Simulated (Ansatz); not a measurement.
Runs of Ansatz 0.2.0 on Ga2O3. The structure is monoclinic, space group C2/m (No. 12). Conventional cell: a = 12.214 Å, b = 3.037 Å, c = 5.798 Å, α = 90.00°, β = 103.83°, γ = 90.00°. Ga (site symmetry m) is surrounded by 6 O at 1.94 to 2.07 Å. Ga (site symmetry m) is surrounded by 4 O at 1.83 to 1.86 Å. Around O (site symmetry m) lie 3 Ga at 1.83 to 1.94 Å. O (site symmetry m) is surrounded by 4 Ga at 1.86 to 2.07 Å. O (site symmetry m) is surrounded by 3 Ga at 1.83 to 1.94 Å. 

| task | level | cell | cutoff (eV) | points for each segment of the path | gap on the mesh (eV) | pressure (GPa) | relaxed volume (Å³/atom) | largest force (eV/Å) |
| --- | --- | --- | --- | --- | --- | --- | --- | --- |
| relaxation of cell and atoms | revPBE+D4 | relaxed | 420 | - | 2.37 | 0.0 | 10.56 | - |
| relaxation of cell and atoms | BLYP+D3(BJ) | relaxed | 420 | - | 2.19 | 0.0 | 10.84 | - |
| band structure | RPBE | as given | 420 | 10 | 2.54 | 14.6 | - | 0.30 |
| band structure | BLYP | as given | 420 | 10 | (d) | 14.5 | - | 0.27 |
| relaxation of cell and atoms | PBEsol+D4 | relaxed | 420 | - | 2.35 | 0.0 | 10.40 | - |
| relaxation of cell and atoms | RPBE+D4 | relaxed | 420 | - | 2.38 | 0.0 | 10.58 | - |
| band structure | LDA | as given | 420 | 10 | (a) | -4.1 | - | (b) |
| relaxation of cell and atoms | revPBE+D3(BJ) | relaxed | 420 | - | 2.21 | 0.0 | 10.78 | - |
| relaxation of cell and atoms | BLYP+D4 | relaxed | 420 | - | 2.31 | 0.0 | 10.68 | - |
| relaxation of cell and atoms | PBEsol | relaxed | 420 | - | 2.23 | 0.0 | 10.56 | - |
| band structure | r2SCAN | as given | 500 | 10 | (c) | 1.3 | - | 0.11 |
| relaxation of cell and atoms | PBEsol+D3(BJ) | relaxed | 420 | - | 2.35 | 0.0 | 10.40 | - |

Alike in all rows: potentials or basis Ansatz PAW; no spin polarisation; k mesh 9 × 9 × 5; smearing fermi-dirac 0.05 eV.

**Question.** Fill in the values left out.

**Answer.** (a) 2.33; (b) 0.09; (c) 3.09; (d) 2.53.

Caveats: the PAW data sets come from PBE, with cores solved anew for the run's functional, which leaves a small shift of forces and pressure; odd divisions of the mesh miss points on the zone boundary, where band edges often lie, so the gap on the mesh can be too wide (some runs); the plane-wave basis is chosen anew once the cell has moved, so the energies of steps on either side of that aren't comparable (some runs).

A k mesh can miss the band edges, and the runs leave out spin-orbit coupling on Ga.

Runs at the PBE level aren't shown here.
